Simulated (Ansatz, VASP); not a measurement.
One calculation of Pt, two programs

INCAR

```
SYSTEM = Pt
ALGO = Normal
EDIFF = 1E-7
EDIFFG = -0.005
ENCUT = 600
GGA = PE
IBRION = 2
ISIF = 3
ISMEAR = 0
LASPH = .TRUE.
LCHARG = .FALSE.
LREAL = .FALSE.
LWAVE = .FALSE.
NELM = 80
NSW = 100
PREC = Accurate
SIGMA = 0.1
```

The input KPOINTS:

```
k-points
0
G
  18 18 18
  0 0 0
```

POSCAR

```
Pt
1.0
    0.0000000000      1.9836410156      1.9836410156
    1.9836410156      0.0000000000      1.9836410156
    1.9836410156      1.9836410156      0.0000000000
Pt
1
Direct
    0.0000000000      0.0000000000      0.0000000000
```

Input for Ansatz:

```yaml
crystal:
  lattice:
    - [0.0, 1.9836410156, 1.9836410156]
    - [1.9836410156, 0.0, 1.9836410156]
    - [1.9836410156, 1.9836410156, 0.0]
  atoms:
    - { symbol: Pt, position: [0.0, 0.0, 0.0] }
basis:
  ecutwfc: 420
kpoints:
  mp_grid: { grid: [18, 18, 18] }
hamiltonian:
  xc: pbe
scf:
  occupations: { method: gaussian, width: 0.1 }
output:
  forces: true
  stress: true
  eigenvalues: true
  write_density: true
  write_potential: true
  elf: true
  volumetric_format: npy
relax:
  adjacent_minimum: "off"
  f_tol: 0.005
  max_steps: 80
  cell: { stress_tol: 0.05 }
```

Alike in both runs: task relaxation of cell and atoms; functional PBE; k mesh 18 × 18 × 18; occupations gaussian, width 0.1 eV; no spin polarisation.

|  | VASP | Ansatz |
| --- | --- | --- |
| version | VASP 6.6.1 | Ansatz 0.2.0 |
| potentials or method | VASP PAW PBE potentials, release 64 (Pt) | scalar-relativistic, plane waves, PAW |
| plane-wave cutoff (eV) | 600 | 420 |
| valence electrons in the cell | 10 | 18 |

```tsv
	VASP	Ansatz	Ansatz less VASP
gap on the k mesh at the Fermi level, each at its own relaxed structure (eV)	none	none	-
relaxed volume (Å³/atom)	15.62	15.64	+0.027
relaxed cell length with the largest relative difference (Å)	2.806	2.807	+0.0016
```

A gap of «none» marks a metal or a gap that the smearing closes. The two sets of potentials don't hold the same shells in valence.

Spin-orbit coupling is left out, which matters for the levels of Pt.
